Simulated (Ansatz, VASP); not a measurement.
One calculation of NaCl, two programs

File INCAR:

```
SYSTEM = NaCl
ALGO = Fast ; EDIFF = 1E-7
EDIFFG = -0.01 ; ENCUT = 600
GGA = PE ; IBRION = 2
ISIF = 3 ; ISMEAR = 0
IVDW = 12 ; LASPH = .TRUE.
LCHARG = .FALSE. ; LREAL = .FALSE.
LWAVE = .FALSE. ; NELM = 80
NSW = 100 ; PREC = Accurate
SIGMA = 0.02
```

Contents of KPOINTS:

```
k-points
0
G
  6 4 6
  0 0 0
```

The input POSCAR:

```
NaCl
1.0
    4.5795615343      0.0000000000      0.0000000000
    0.0000000000      5.5772229718      0.0000000000
   -2.0934105244      0.0000000000      4.1422927297
Na Cl
2 2
Direct
    0.3303002175      0.7500000000      0.1727299337
    0.6696997825      0.2500000000      0.8272700663
    0.6713427262      0.7500000000      0.8241100717
    0.3286572738      0.2500000000      0.1758899283
```

Input for Ansatz:

```yaml
crystal:
  lattice:
    - [4.5795615343, 0.0, 0.0]
    - [0.0, 5.5772229718, 0.0]
    - [-2.0934105244, 0.0, 4.1422927297]
  atoms:
    - { symbol: Na, position: [0.3303002175, 0.75, 0.1727299337] }
    - { symbol: Na, position: [0.6696997825, 0.25, 0.8272700663] }
    - { symbol: Cl, position: [0.6713427262, 0.75, 0.8241100717] }
    - { symbol: Cl, position: [0.3286572738, 0.25, 0.1758899283] }
basis:
  ecutwfc: 420
kpoints:
  mp_grid: { grid: [6, 4, 6] }
hamiltonian:
  xc: pbe
  dispersion: d3bj
scf:
  occupations: { method: gaussian, width: 0.02 }
output:
  forces: true
  stress: true
  eigenvalues: true
relax:
  adjacent_minimum: "off"
  f_tol: 0.01
  max_steps: 80
  cell: { stress_tol: 0.05 }
```

Change from the starting cell: the structure that the rattled cell fell into.

Alike in both runs: task relaxation of cell and atoms; functional PBE; dispersion D3(BJ); k mesh 6 × 4 × 6; occupations gaussian, width 0.02 eV; no spin polarisation.

|  | VASP | Ansatz |
| --- | --- | --- |
| version | VASP 6.6.1 | Ansatz 0.2.0 |
| potentials or method | VASP PAW PBE potentials, release 64 (Na_pv, Cl) | scalar-relativistic, plane waves, PAW |
| plane-wave cutoff (eV) | 600 | 420 |
| valence electrons in the cell | 28 | 32 |

```tsv
	VASP	Ansatz	Ansatz less VASP
gap on the k mesh at the Fermi level, each at its own relaxed structure (eV)	4.86	4.86	0.000
relaxed volume (Å³/atom)	26.45	26.45	0.000
relaxed cell length with the largest relative difference (Å)	4.580	4.580	0.0000
```

The two sets of potentials don't hold the same shells in valence.

Caveats: the relaxation stopped at its first step, so nothing moved. A k mesh can miss the band edges.
